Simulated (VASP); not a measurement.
HfSiO4:

```
Hf Si O
1.0
     3.20030   -3.35164    0.00000
     3.20030    3.35164    0.00000
     0.00000    0.00000    2.84758
Hf Si O
1 1 4
Direct
  0.50000 0.50000 0.00000
  0.00000 0.00000 0.50000
  0.30170 0.30170 0.50000
  0.69830 0.69830 0.50000
  0.78471 0.21529 0.00000
  0.21529 0.78471 0.00000
```

The cell was built by a generator and needn't be a form met in nature.

| Property | Result |
| --- | --- |
| Program | VASP 6.6.1 |
| Task | relaxation of cell and atoms |
| Functional | PBE |
| Potentials or basis | VASP PAW PBE potentials, release 64 (Hf_pv, Si, O) |
| Cutoff | 520 eV |
| k mesh | 3 × 3 × 5 |
| Occupations | gaussian, width 0.15 eV |
| Spin | no spin polarisation |

At the start: pressure 27.3 GPa; volume 10.18 Å³/atom.

Q: How do energy, volume and symmetry change on relaxing?

A: Over 10 steps the energy falls by 581.6 meV/atom and the volume is 10.36 Å³/atom (+1.8 %); space group Cmmm (No. 65, to 0.05 Å).

The path:
| step | energy change (eV) | largest force (eV/Å) | pressure (GPa) | volume (Å³) |
| --- | --- | --- | --- | --- |
| 1 | 0.0000 | 8.7958 | 27.31 | 61.09 |
| 2 | 1.2187 | 6.4603 | -26.21 | 77.52 |
| 3 | -3.0473 | 1.4025 | -17.67 | 67.56 |
| 4 | -3.0579 | 1.6788 | -16.41 | 67.22 |
| 5 | -3.2626 | 1.8384 | 12.13 | 59.29 |
| 6 | -3.4651 | 0.8224 | -1.22 | 62.34 |
| 7 | -3.4827 | 0.3599 | 1.40 | 61.82 |
| 8 | -3.4880 | 0.2133 | 0.39 | 61.99 |
| 9 | -3.4880 | 0.1965 | 0.41 | 62.00 |
| 10 | -3.4896 | 0.0226 | -0.22 | 62.16 |

Final structure:
```cif
data_structure
_symmetry_space_group_name_H-M 'P 1'
_symmetry_Int_Tables_number 1
_cell_length_a 4.5722
_cell_length_b 4.5722
_cell_length_c 2.9747
_cell_angle_alpha 90.000
_cell_angle_beta 90.000
_cell_angle_gamma 91.707
_cell_volume 62.16
loop_
_atom_site_label
_atom_site_type_symbol
_atom_site_fract_x
_atom_site_fract_y
_atom_site_fract_z
_atom_site_occupancy
Hf1 Hf 0.50000 0.50000 0.00000 1
Si1 Si 0.00000 0.00000 0.50000 1
O1 O 0.27937 0.27937 0.50000 1
O2 O 0.72063 0.72063 0.50000 1
O3 O 0.82128 0.17872 0.00000 1
O4 O 0.17872 0.82128 0.00000 1
```

Caveat: the k mesh is coarse (spacing up to 0.45 Å⁻¹), so the values aren't converged.
